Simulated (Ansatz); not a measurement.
# BiTe: Seebeck coefficient and carrier response

Method: Ansatz, DFT PBEsol, scalar-relativistic, plane waves, PAW. Cutoff 420 eV, 12×12×12 k-points (Γ-centred), Fermi-Dirac smearing of 0.15 eV. No spin polarisation.

The cell, relaxed at this level:
```
CELL_PARAMETERS angstrom
0.00000 3.20058 3.20058
3.20058 0.00000 3.20058
3.20058 3.20058 0.00000
ATOMIC_POSITIONS crystal
Bi 0.00000 0.00000 0.00000
Te 0.50000 0.50000 0.50000
```

In a metal these results depend on the k mesh and the smearing. Spin–orbit coupling is left out, which matters for heavy elements.

Constant relaxation time and rigid bands. The levels are interpolated over the whole zone and filled by a Fermi function at the stated temperature, with the chemical potential set by the electron count. Seebeck coefficients of a few μV/K are small differences and uncertain even in sign.

Question: Give the Drude plasma energies, the density of states at the chemical potential and σ/τ at 300 K.

Answer:
- Plasma energy xx, yy, zz: 10.10, 10.10, 10.10 eV
- Density of states (thermally broadened): 1.34 states/eV/cell
- Conductivity over τ, xx, yy, zz: 20.9, 20.9, 20.9 ×10²⁰ (Ω·m·s)⁻¹

Question: And the Seebeck coefficient (μV/K)?

Answer:
```tsv
T (K)	Sxx	Syy	Szz
300	-4.0	-4.0	-4.0
600	-8.7	-8.7	-8.7
900	-14.5	-14.5	-14.5
```